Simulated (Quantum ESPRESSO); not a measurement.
This Quantum ESPRESSO 7.5 run on Rb needs a look.

File pw.in:

```
&CONTROL
  calculation = 'scf'
  prefix = 'pwscf'
  outdir = './tmp'
  pseudo_dir = './pseudo'
  tprnfor = .true.
  tstress = .true.
  disk_io = 'low'
/
&SYSTEM
  ibrav = 0
  nat = 1
  ntyp = 1
  ecutwfc = 46
  nbnd = 10
  occupations = 'smearing'
  smearing = 'mp'
  degauss = 0.01469973
  nspin = 2
  noncolin = .true.
/
&ELECTRONS
  conv_thr = 2d-10
  electron_maxstep = 50
  mixing_beta = 0.5
/
ATOMIC_SPECIES
Rb    85.4678 Rb.upf
CELL_PARAMETERS angstrom
  -2.9545118615    2.9545118615    2.7308451955
   2.9545118615   -2.9545118615    2.7308451955
   2.9545118615    2.9545118615   -2.7308451955
ATOMIC_POSITIONS crystal
Rb     0.0000000000    0.0000000000    0.0000000000
K_POINTS automatic
7 7 7 0 0 0
```

Potentials or basis: PseudoDojo 0.4.1 SR PBEsol standard.

Run with:

```console
$ OMP_NUM_THREADS=1 pw.x -in pw.in > pw.out
```

pw.out:

```text
This program is part of the open-source Quantum ESPRESSO suite
     for quantum simulation of materials; please cite
         "P. Giannozzi et al., J. Phys.:Condens. Matter 21 395502 (2009);
         "P. Giannozzi et al., J. Phys.:Condens. Matter 29 465901 (2017);
         "P. Giannozzi et al., J. Chem. Phys. 152 154105 (2020);
     in publications or presentations arising from this work. More details at

 %%%%%%%%%%%%%%%%%%%%%%%%%%%%%%%%%%%%%%%%%%%%%%%%%%%%%%%%%%%%%%%%%%%%%%%%%%%%%%
     Error in routine iosys (1):
     noncolin .and. nspin==2 are conflicting flags
 %%%%%%%%%%%%%%%%%%%%%%%%%%%%%%%%%%%%%%%%%%%%%%%%%%%%%%%%%%%%%%%%%%%%%%%%%%%%%%

     stopping ...
```

Question: Diagnose the run.

Answer: The program refused the input. The input holds a flaw that was put in on purpose: collinear and non-collinear spin both asked (nspin = 2; noncolin = yes).
